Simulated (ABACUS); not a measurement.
Crystal: WC (Qusongite).

```
W C
1.0
     2.90650    0.00000    0.00000
    -1.45325    2.51710    0.00000
     0.00000    0.00000    2.83660
W C
1 1
Direct
  0.00000 0.00000 0.00000
  0.66667 0.33333 0.50000
```

| Item | Value |
| --- | --- |
| Program | ABACUS 3.10.1 |
| Task | single point |
| Functional | PBE |
| Potentials or basis | PseudoDojo NC SR 0.4.1 PBE standard |
| Cutoff | 1361 eV |
| Density cutoff | 5442 eV |
| Basis | DZP LCAO (the cutoffs set its grid) |
| k mesh | 10 × 10 × 9 |
| Occupations | fermi-dirac, width 0.05 eV |
| Spin | no spin polarisation |

On this cell: pressure 8.0 GPa; largest force under 0.003 eV/Å; band gap on the k mesh none (metal or under the smearing width).

The same run follows on a disturbed copy (atoms moved at random, drawn with an rms of 0.05 Å):

```
W C
1.0
     2.90650    0.00000    0.00000
    -1.45325    2.51710    0.00000
     0.00000    0.00000    2.83660
W C
1 1
Cartesian
  0.0076 0.0168 0.0552
  1.5104 0.8177 1.4749
```

Problem. What changes?

Solution. The energy (extrapolated to zero smearing) moves by +16.7 meV/atom; pressure 8.7 GPa; largest force 1.073 eV/Å; band gap on the k mesh none (metal or under the smearing width).

Forces on the atoms (eV/Å):
```
W    0.860 -0.642  0.020
C   -0.860  0.642 -0.020
```

Stress tensor (GPa, compression positive):
```
10.24 -2.37  0.03
-2.37  6.65 -0.02
 0.03 -0.02  9.15
```

Caveats: the atomic orbitals were generated for these runs and aren't a published set; the basis of atomic orbitals isn't converged, which shifts pressures, moduli and gaps.
